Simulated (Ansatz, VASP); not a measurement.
## MgO in VASP and in Ansatz

```xyz
2
Lattice="3.0262 0.0000 0.0000 -1.5131 2.6207 0.0000 0.0000 0.0000 2.7199" Properties=species:S:1:pos:R:3 pbc="T T T"
Mg    0.0000    0.0000    0.0000
O     0.0000    1.7472    1.3599
```

Change from the starting cell: strain +0.030 along x and y, +0.015 along z, atoms carried along.

Alike in both runs: task single point; functional LDA; k mesh 9 × 9 × 8; occupations gaussian, width 0.05 eV; no spin polarisation.

|  | VASP | Ansatz |
| --- | --- | --- |
| version | VASP 6.6.1 | Ansatz 0.2.0 |
| potentials or method | VASP PAW LDA potentials, release 64 (Mg, O) | scalar-relativistic, plane waves, PAW |
| plane-wave cutoff (eV) | 520 | 420 |
| valence electrons in the cell | 8 | 16 |

Ansatz gave:

```
gap on the k mesh at the Fermi level (eV)       : 2.35
least direct gap on the mesh (eV)               : 2.71
pressure (GPa)                                  : -16.6
largest component of the traceless stress (GPa) : 2.32
```

Task: Estimate VASP's values.

Result: gap on the k mesh at the Fermi level (eV): 2.34; least direct gap on the mesh (eV): 2.71; pressure (GPa): -18.1; largest component of the traceless stress (GPa): 2.24.

The two sets of potentials don't hold the same shells in valence.

Caveats: so large a pressure means that the cell lies far from this level's equilibrium, or that cutoff or potentials fall short (VASP); an odd mesh through Γ misses points on the zone boundary, where band edges often lie.
